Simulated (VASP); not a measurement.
# AlN (P6_3mc) in VASP: band structure with PBE

Aim: the band structure of AlN with PBE.

Everything below comes from runs of VASP 6.6.1. Logs are shortened: lines on timing, memory, paths and dates and some standing lists are left out, and cuts for length are marked.

**What was measured.**

“Structural and optical properties of self-assembled AlN nanowires grown on SiO2/Si substrates by molecular beam epitaxy”, 2024, arxiv:2402.00216 quotes, for a bulk crystal of AlN at 0 K: band gap 6.0343 eV (an exciton energy, a little under the gap).

How close the calculation comes is told below.

### Step 1. The crystal as given

It takes space group P6_3mc (No. 186, hexagonal). Conventional cell: a = 3.129 Å, b = 3.129 Å, c = 5.016 Å, α = 90.00°, β = 90.00°, γ = 120.00°. Al (site symmetry 3m) has 4 N at 1.90 to 1.91 Å as nearest neighbours. Around N (site symmetry 3m) lie 4 Al at 1.90 to 1.91 Å.

### Step 2. Band structure, PBE

File INCAR:

```
PREC = Accurate ; ENCUT = 520
EDIFF = 1E-7 ; ISMEAR = 0
SIGMA = 0.02 ; LREAL = False
LASPH = True ; NELM = 100
ALGO = Normal ; ISIF = 2
LWAVE = False ; LCHARG = False
GGA = PE ; NBANDS = 16
```

File KPOINTS:

```
regular mesh
0
Gamma
  18 18 10
```

File POSCAR:

```
AlN                                     
1.0
    3.1285719315      0.0000000000      0.0000000000
   -1.5642859658      2.7094227682      0.0000000000
    0.0000000000      0.0000000000      5.0164576361
  Al              N             
     2     2
Direct
     0.3333333300000021    0.6666666699999979    0.9992574435259840
     0.6666666699999979    0.3333333300000021    0.4992574435259840
     0.3333333300000021    0.6666666699999979    0.3807425564740186
     0.6666666699999979    0.3333333300000021    0.8807425564740186
```

File KPOINTS_OPT:

```
path GMKGALHA,LM,KH
15
line-mode
reciprocal
 0.0000000000  0.0000000000  0.0000000000  G
 0.5000000000  0.0000000000  0.0000000000  M

 0.5000000000  0.0000000000  0.0000000000  M
 0.3333333333  0.3333333333  0.0000000000  K

 0.3333333333  0.3333333333  0.0000000000  K
 0.0000000000  0.0000000000  0.0000000000  G

 0.0000000000  0.0000000000  0.0000000000  G
 0.0000000000  0.0000000000  0.5000000000  A

 0.0000000000  0.0000000000  0.5000000000  A
 0.5000000000  0.0000000000  0.5000000000  L

 0.5000000000  0.0000000000  0.5000000000  L
 0.3333333333  0.3333333333  0.5000000000  H

 0.3333333333  0.3333333333  0.5000000000  H
 0.0000000000  0.0000000000  0.5000000000  A

 0.5000000000  0.0000000000  0.5000000000  L
 0.5000000000  0.0000000000  0.0000000000  M

 0.3333333333  0.3333333333  0.0000000000  K
 0.3333333333  0.3333333333  0.5000000000  H
```

Potentials or basis: VASP PAW PBE potentials, release 64 (Al, N).

Command:

```bash
$ cat potpaw_PBE.64/Al/POTCAR potpaw_PBE.64/N/POTCAR > POTCAR
$ mpirun -np 1 vasp_std > vasp.out
```

OUTCAR:

```text
PREC = Accurate
   ENCUT = 520
   EDIFF = 1E-7
   ISMEAR = 0
   LREAL = False
   LASPH = True
   NELM = 100
   ISIF = 2
   GGA = PE

 ion  position               nearest neighbor table
   1  0.333  0.667  0.999-   4 1.90   4 1.90   4 1.90   3 1.91   2 3.09   2 3.09   2 3.09   2 3.09
                             2 3.09   2 3.09
   2  0.667  0.333  0.499-   3 1.90   3 1.90   3 1.90   4 1.91   1 3.09   1 3.09   1 3.09   1 3.09
                             1 3.09   1 3.09
   3  0.333  0.667  0.381-   2 1.90   2 1.90   2 1.90   1 1.91
   4  0.667  0.333  0.881-   1 1.90   1 1.90   1 1.90   2 1.91

  LATTYP: Found a hexagonal cell.
 ALAT       =     3.1285719315
 C/A-ratio  =     1.6034336899

  Lattice vectors:

 A1 = (   3.1285719315,   0.0000000000,   0.0000000000)
 A2 = (  -1.5642859658,   2.7094227682,   0.0000000000)
 A3 = (   0.0000000000,   0.0000000000,   5.0164576361)

Analysis of symmetry for initial positions (statically):
=====================================================================
 Subroutine PRICEL returns:
 Original cell was already a primitive cell.

 Routine SETGRP: Setting up the symmetry group for a
 hexagonal supercell.

 Subroutine GETGRP returns: Found 12 space group operations
 (whereof  6 operations were pure point group operations)
 out of a pool of 24 trial point group operations.

The static configuration has the point symmetry C_3v.
 The point group associated with its full space group is C_6v.

Analysis of symmetry for dynamics (positions and initial velocities):
=====================================================================
 Subroutine PRICEL returns:
 Original cell was already a primitive cell.

 Routine SETGRP: Setting up the symmetry group for a
 hexagonal supercell.

 Subroutine GETGRP returns: Found 12 space group operations
 (whereof  6 operations were pure point group operations)
 out of a pool of 24 trial point group operations.

The dynamic configuration has the point symmetry C_3v.
 The point group associated with its full space group is C_6v.

 Subroutine INISYM returns: Found 12 space group operations
 (whereof  6 operations are pure point group operations),
 and found     1 'primitive' translations

----------------------------------------------------------------------------------------

                                     Primitive cell

  volume of cell :      42.5226

  direct lattice vectors                    reciprocal lattice vectors
     3.128571931  0.000000000  0.000000000     0.319634652  0.184541152  0.000000000
    -1.564285966  2.709422768  0.000000000     0.000000000  0.369082305  0.000000000
     0.000000000  0.000000000  5.016457636     0.000000000  0.000000000  0.199343854

  length of vectors
     3.128571931  3.128571930  5.016457636     0.369082305  0.369082305  0.199343854

  position of ions in fractional coordinates (direct lattice)
     0.333333330  0.666666670  0.999257444
     0.666666670  0.333333330  0.499257444
     0.333333330  0.666666670  0.380742556
     0.666666670  0.333333330  0.880742556

  ion indices of the primitive-cell ions
   primitive index   ion index
                 1           1
                 2           2
                 3           3
                 4           4

----------------------------------------------------------------------------------------

 KPOINTS: regular mesh

Automatic generation of k-mesh.
 Grid dimensions read from file:
 generate k-points for:   18   18   10

 Generating k-lattice:

  Cartesian coordinates                     Fractional coordinates (reciprocal lattice)
     0.017757481  0.010252286  0.000000000     0.055555556 -0.000000000  0.000000000
     0.000000000  0.020504572  0.000000000     0.000000000  0.055555556  0.000000000
     0.000000000  0.000000000  0.019934385     0.000000000  0.000000000  0.100000000

  Length of vectors
     0.020504572  0.020504572  0.019934385

  Shift w.r.t. Gamma in fractional coordinates (k-lattice)
     0.000000000  0.000000000  0.000000000

 Subroutine IBZKPT returns following result:
 ===========================================

 Found    222 irreducible k-points:

 Following reciprocal coordinates:
            Coordinates               Weight
  0.000000  0.000000  0.000000      1.000000
  0.055556 -0.000000  0.000000      6.000000
  0.111111 -0.000000  0.000000      6.000000
  0.166667  0.000000  0.000000      6.000000
  0.222222  0.000000  0.000000      6.000000
  0.277778  0.000000  0.000000      6.000000
[... 16 lines left out ...]
  0.333333  0.111111  0.000000     12.000000
  0.388889  0.111111  0.000000     12.000000
 [... further k-points ...]
   k-points           NKPTS =    222   k-points in BZ     NKDIM =    222   number of bands    NBANDS=     16
   number of dos      NEDOS =    301   number of ions     NIONS =      4
   total plane-waves  NPLWV =  23040
   dimension x,y,z NGX =    24 NGY =   24 NGZ =   40
   dimension x,y,z NGXF=    48 NGYF=   48 NGZF=   80
   ions per type =               2   2
   NGX,Y,Z   is equivalent  to a cutoff of  12.75, 12.75, 13.26 a.u.
   NGXF,Y,Z  is equivalent  to a cutoff of  25.51, 25.51, 26.51 a.u.
 SYSTEM =  unknown system
   PREC   = accura    normal or accurate (medium, high low for compatibility)
   ISTART =      0    job   : 0-new  1-cont  2-samecut
   ICHARG =      2    charge: 1-file 2-atom 10-const
   ISPIN  =      1    spin polarized calculation?
   LNONCOLLINEAR =      F non collinear calculations
   LSORBIT =      F    spin-orbit coupling
   LASPH  =      T    aspherical Exc in radial PAW
   ENCUT  =  520.0 eV  38.22 Ry    6.18 a.u.   5.82  5.82  9.33*2*pi/ulx,y,z
   NELM   =    100;   NELMIN=  2; NELMDL= -5     # of ELM steps
   EDIFF  = 0.1E-06   stopping-criterion for ELM
   LREAL  =      F    real-space projection
   EDIFFG = 0.1E-05   stopping-criterion for IOM
   NSW    =      0    number of steps for IOM
   IBRION =     -1    ionic relax: 0-MD 1-quasi-New 2-CG
   NFREE  =      0    steps in history (QN), initial steepest desc. (CG)
   ISIF   =      2    stress and relaxation
   ISYM   =      2    0-nonsym 1-usesym 2-fastsym
   POTIM  = 0.5000    time-step for ionic-motion
   TEBEG  =    0.0;   TEEND  =   0.0 temperature during run
   PSTRESS=    0.0 pullay stress
   NELECT =      16.0000    total number of electrons
   NUPDOWN=      -1.0000    fix difference up-down
   EMIN   =  10.00;   EMAX   =-10.00  energy-range for DOS
   EFERMI =   0.00;   METHOD = LEGACY
   ISMEAR =     0;   SIGMA  =   0.02  broadening in eV -4-tet -1-fermi 0-gaus
   EFERMI_NEDOS =   21; number of points for ismear=-14 and -15
   IALGO  =     38    algorithm
   IMIX   =      4    mixing-type and parameters
     AMIX     =   0.40;   BMIX     =  1.00
     AMIX_MAG =   1.60;   BMIX_MAG =  1.00
  volume/ion in A,a.u.               =      10.63        71.74
  Fermi-wavevector in a.u.,A,eV,Ry     =   1.181884  2.233437 19.005291  1.396849
  Thomas-Fermi vector in A             =   2.318149
   LORBIT       =      0    0 simple, 1 ext, 2 COOP (PROOUT), +10 PAW based schemes
   GGA     = PE    functional components
   LHFCALC =     F    Hartree Fock is set to
   AEXX    =    0.0000 exact exchange contribution
   IVDW    =     0    specifies the selected vdW correction
   LEPSILON=     F    determine dielectric tensor
   LRPA    =     F    only Hartree local field effects (RPA)
 non-spin polarized calculation
 Gauss-broadening in eV      SIGMA  =   0.02
  energy-cutoff  :      520.00
  volume of cell :       42.52
 maximum number of plane-waves:      1170
 NGX is ok and might be reduce to    24
   NGX = 11   NGY = 11   NGZ = 19

 number of electron      15.9999998 magnetization

 Free energy of the ion-electron system (eV)
  ---------------------------------------------------
  ext. energy  EPLUGINS =         0.00000000
  ---------------------------------------------------
  free energy    TOTEN  =       -29.78052904 eV

  energy without entropy =      -29.78052904  energy(sigma->0) =      -29.78052904

 E-fermi :   6.1459     XC(G=0): -10.8329

 val. band max:        5.9757624786   @ k =   0.0000   0.0000   0.0000
 cond. band min:      10.0320573813   @ k =   0.0000   0.0000   0.0000
 fundamental gap:      4.0562949026
 Fermi energy:         6.1459095580

 k-point     1 :       0.0000    0.0000    0.0000
  band No.  band energies     occupation
      1      -9.0983      2.00000
      2      -7.0123      2.00000
      3       0.0648      2.00000
      4       5.1326      2.00000
      5       5.1326      2.00000
      6       5.7749      2.00000
[... 8 lines left out ...]
     15      18.9569      0.00000
     16      18.9569      0.00000

 k-point     2 :       0.0556   -0.0000    0.0000
  band No.  band energies     occupation
      1      -9.0596      2.00000
      2      -6.9901      2.00000
      3       0.1111      2.00000
      4       4.9453      2.00000
      5       5.0794      2.00000
      6       5.5769      2.00000
[... 8 lines left out ...]
     15      18.9526      0.00000
     16      19.0076      0.00000

 k-point     3 :       0.1111   -0.0000    0.0000
  band No.  band energies     occupation
      1      -8.9448      2.00000
      2      -6.9263      2.00000
      3       0.2490      2.00000
      4       4.4352      2.00000
      5       4.9386      2.00000
      6       5.0945      2.00000
[... 8 lines left out ...]
     15      18.8263      0.00000
     16      18.9915      0.00000
[... 362 lines left out ...]
 k-point    23 :       0.3333    0.1111    0.0000
  band No.  band energies     occupation
      1      -7.4814      2.00000
      2      -6.4468      2.00000
      3       1.1384      2.00000
      4       2.1354      2.00000
      5       2.2637      2.00000
      6       3.6649      2.00000
[... 8 lines left out ...]
     15      18.1183      0.00000
     16      20.5936      0.00000

 k-point    24 :       0.3889    0.1111    0.0000
  band No.  band energies     occupation
      1      -7.2210      2.00000
      2      -6.4705      2.00000
      3       0.8240      2.00000
      4       2.0134      2.00000
      5       2.5994      2.00000
      6       3.5088      2.00000
[... 8 lines left out ...]
     15      18.5633      0.00000
     16      20.7595      0.00000

 [... further k-points ...]

------------------------ aborting loop because EDIFF is reached ----------------------------------------

  FORCE on cell =-STRESS in cart. coord.  units (eV):
  Direction    XX          YY          ZZ          XY          YZ          ZX
  --------------------------------------------------------------------------------------
  -------------------------------------------------------------------------------------
  Total        0.0020057      0.0020057      0.0001358     -0.0000000      0.0000000      0.0000000
  in kB        0.0755714      0.0755714      0.0051167     -0.0000000      0.0000000      0.0000000
  external PRESSURE =       0.0520865 kB  Pullay stress =       0.0000000 kB

 VOLUME and BASIS-vectors are now :
 -----------------------------------------------------------------------------
  energy-cutoff  :      520.00
  volume of cell :       42.52
      direct lattice vectors                 reciprocal lattice vectors
     3.128571931  0.000000000  0.000000000     0.319634652  0.184541152  0.000000000
    -1.564285966  2.709422768  0.000000000     0.000000000  0.369082305  0.000000000
     0.000000000  0.000000000  5.016457636     0.000000000  0.000000000  0.199343854

 POSITION                                       TOTAL-FORCE (eV/Angst)
 -----------------------------------------------------------------------------------
     -0.00000      1.80628      5.01273        -0.000000      0.000000     -0.000738
      1.56429      0.90314      2.50450         0.000000      0.000000     -0.000738
     -0.00000      1.80628      1.90998        -0.000000      0.000000      0.000738
      1.56429      0.90314      4.41821         0.000000     -0.000000      0.000738
 -----------------------------------------------------------------------------------
    total drift:                               -0.000009      0.000005      0.000552

  FREE ENERGIE OF THE ION-ELECTRON SYSTEM (eV)
  ---------------------------------------------------
  free  energy   TOTEN  =       -29.7805290399 eV

  energy  without entropy=      -29.7805290399  energy(sigma->0) =      -29.78052904
```

It took 56 s on 1 thread of Intel Xeon 6975P-C (Granite Rapids), shared host; peak memory 0.32 GiB.

Results:

```yaml
Free_energy: -29.7805 eV
Pressure: 0.0 GPa
Band_gap_on_the_k_mesh: 4.06 eV, direct
Band_gap_along_the_path: 4.06 eV, direct
```

Levels at the corners of the path, in eV from the valence-band top:
```
point  band 5  band 6  band 7  band 8  band 9  band 10  band 11  band 12
    Γ   -0.84   -0.20   -0.20    0.00    4.06     6.52    10.47    11.04
    M   -3.30   -2.05   -1.74   -0.68    5.76     5.77     8.04    10.15
    M   -3.30   -2.05   -1.74   -0.68    5.76     5.77     8.04    10.15
    K   -3.76   -2.41   -2.35   -2.35    5.05     8.28     9.56     9.56
    K   -3.76   -2.41   -2.35   -2.35    5.05     8.28     9.56     9.56
    Γ   -0.84   -0.20   -0.20    0.00    4.06     6.52    10.47    11.04
    Γ   -0.84   -0.20   -0.20    0.00    4.06     6.52    10.47    11.04
    A   -0.53   -0.53   -0.53   -0.53    6.32     6.32    10.18    10.18
    A   -0.53   -0.53   -0.53   -0.53    6.32     6.32    10.18    10.18
    L   -1.44   -1.44   -1.35   -1.35    5.25     5.25     9.15     9.15
    L   -1.44   -1.44   -1.35   -1.35    5.25     5.25     9.15     9.15
    H   -3.79   -3.79   -0.79   -0.79    7.36     7.36     7.72     7.72
    H   -3.79   -3.79   -0.79   -0.79    7.36     7.36     7.72     7.72
    A   -0.53   -0.53   -0.53   -0.53    6.32     6.32    10.18    10.18
    L   -1.44   -1.44   -1.35   -1.35    5.25     5.25     9.15     9.15
    M   -3.30   -2.05   -1.74   -0.68    5.76     5.77     8.04    10.15
    K   -3.76   -2.41   -2.35   -2.35    5.05     8.28     9.56     9.56
    H   -3.79   -3.79   -0.79   -0.79    7.36     7.36     7.72     7.72
```

### Step 3. Comparison with measurements

Step 2. A measured gap of AlN is 6.0343 eV (an exciton energy, a little under the gap; 0 K; quoted in “Structural and optical properties of self-assembled AlN nanowires grown on SiO2/Si substrates by molecular beam epitaxy”, 2024, arxiv:2402.00216); the calculated 4.06 eV misses it by -1.98 eV. 2 values of this kind are on record (6.034 to 6.0343 eV); this one was drawn at random. The value is that of PBE, without temperature or zero-point motion. Semilocal functionals fall short of measured gaps as a rule.
